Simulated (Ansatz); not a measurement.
Consider InCuS$_{2}$ in the chalcopyrite structure (space group I-42d, No. 122; a = 5.522 Å, c = 11.130 Å). Axes: x, y, z lie along a, b, c of the conventional cell.

Calculations: Ansatz (a quantum-chemistry and plane-wave program) r2SCAN, without spin-orbit coupling.

For the base:

| Quantity | Result |
|---|---|
| Width of the top valence band | 0.79 eV |
| Band gap | 0.36 eV |

One thing is altered: tensile biaxial strain of 1.27 % in the plane normal to [001], as in epitaxy on a mismatched substrate; the out-of-plane cell vector and the atoms relax.

Question: Predict the new hole mass.

Answer: The hole mass is 0.078 mₑ out of plane, 0.90 mₑ in plane (at Γ).

Question: How does this affect the out-of-plane strain?

Answer: The out-of-plane strain is -1.68 %.

Question: Estimate the effect on the width of the top valence band.

Answer: The width of the top valence band grows by 0.05 eV (0.79 eV → 0.84 eV).

Question: Predict the new band gap.

Answer: The band gap drops by 0.06 eV, from 0.36 eV to 0.30 eV.

Effective masses come from finite differences of ±0.01 Å⁻¹. Whether these cells are dynamically stable was not tested. All final runs are without spin polarisation. The zero or small gap of InCuS2 under biaxial strain +1.27 %, plane normal [001], relaxed out of plane can change with the level of theory.
